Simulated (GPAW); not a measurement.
A run of GPAW 26.7.0:

run.py

```python
import numpy as np
from ase import Atoms
from ase.dft.bandgap import bandgap
from ase.io import write
from ase.units import GPa
from gpaw import GPAW, PW
from gpaw.spinorbit import soc_eigenstates

atoms = Atoms(['Sb', 'Sb'],
              cell=[[2.1542, 1.2437279499, 3.758],
                    [-2.1542, 1.2437279499, 3.758],
                    [0.0, -2.4874558998, 3.758]],
              scaled_positions=[[0.76651, 0.76651, 0.76651],
                                [0.23349, 0.23349, 0.23349]],
              pbc=True)

calc = GPAW(mode=PW(600),
            xc='MGGA_X_R2SCAN+MGGA_C_R2SCAN',
            kpts={'size': (6, 6, 6), 'gamma': True},
            occupations={'name': 'fermi-dirac', 'width': 0.05},
            nbands=25,
            convergence={'density': 1e-05, 'energy': 1e-05},
            maxiter=150,
            txt='gpaw.txt')
atoms.calc = calc
energy = atoms.get_potential_energy()
forces = atoms.get_forces()
stress = atoms.get_stress()
calc.write('gs.gpw')
write('result.traj', atoms)
print(f'Energy: {energy:.6f} eV')
print('Forces (eV/A):')
print(forces.round(4))
print('Stress (GPa):', (stress / GPa).round(3))
print('Fermi level:', round(calc.get_fermi_level(), 4), 'eV')
print(f'Gap: {bandgap(calc)[0]:.4f} eV, direct: {bandgap(calc, direct=True)[0]:.4f} eV')

path = atoms.cell.bandpath('GLB1,BZGX,QFP1Z,LP', npoints=60, eps=1e-4)
bs_calc = calc.fixed_density(kpts=path, symmetry='off', nbands=40,
                             convergence={'bands': 'CBM+6.0', 'eigenstates': 1e-6}, txt='bands.txt')
bs = bs_calc.band_structure()
bs.write('bs.json')
print(f'Gap on the path: {bandgap(bs_calc)[0]:.4f} eV')

soc = soc_eigenstates(bs_calc, theta=90, phi=0, ignore_xc_potential=True)
np.savetxt('soc_bands.dat', soc.eigenvalues(), fmt='%.4f')
mesh = soc_eigenstates('gs.gpw', theta=90, phi=0, ignore_xc_potential=True)
np.savetxt('soc_mesh.dat', mesh.eigenvalues(), fmt='%.4f')
print('Fermi level with spin-orbit coupling:', round(mesh.fermi_level, 4), 'eV')
```

Potentials or basis: GPAW PAW data sets (gpaw-data 1.2.1), pw.

Command:

```console
$ OMP_NUM_THREADS=1 python run.py
```

Hardware: 1 thread of Arm Neoverse V2 (shared host).

Question: Estimate the wall time of this run.

Answer: It took 5.1 min on 1 thread of Arm Neoverse V2, on a shared host, peak memory 0.43 GiB. Counts: scf iterations 23, plane waves 2039, bands 25, k points 32.
